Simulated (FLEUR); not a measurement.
PbF2 (Fluorocronite) under changes of volume

One of the cells (17.354 Å³/atom); the others are scaled copies at fixed shape and fractional positions:

```
CELL_PARAMETERS angstrom
0.00000 2.96366 2.96366
2.96366 0.00000 2.96366
2.96366 2.96366 0.00000
ATOMIC_POSITIONS crystal
Pb 0.00000 0.00000 0.00000
F 0.75000 0.75000 0.75000
F 0.25000 0.25000 0.25000
```

```yaml
Program: FLEUR MaX-R8.1 (later development tree)
Functional: PBE
Potentials_or_basis: all-electron
Basis: FLAPW
Kmax: 4.19 1/bohr
k_mesh: 8 × 8 × 8
Occupations: fermi-dirac, width 0.05 eV
Spin: no spin polarisation
```

| volume (Å³/atom) | energy over the lowest point (meV/atom) | gap on the mesh (eV) |
| --- | --- | --- |
| 16.313 | 39.02 | 4.39 |
| 16.660 | 23.72 | 4.40 |
| 17.007 | ? | ? |
| 17.354 | 5.07 | 4.42 |
| 17.701 | 0.94 | 4.42 |
| 18.048 | 0.00 | 4.42 |
| 18.395 | 2.00 | 4.41 |

Problem. What does the run at 17.007 Å³/atom give?

Solution. Energy over the lowest point 12.63 meV/atom; gap on the mesh 4.41 eV.

Worked out: A Birch-Murnaghan fit of order 3 (a polynomial in V^(-2/3)) to the other rows has its minimum at 17.98 Å³/atom with B0 = V·E''(V) = 70 GPa and B' = 3.3. It gives 12.53 meV/atom at 17.007 Å³/atom, against the run's 12.63. A parabola through the other rows of the gap, of slope 0.387 eV per unit of ln V there, gives 4.41 eV, against the run's 4.41.

Energies are extrapolated to zero smearing.

Caveats: spin-orbit coupling is left out, which as a rule narrows the gap of such compounds by several tenths of an eV.

A mesh can miss the band edges.
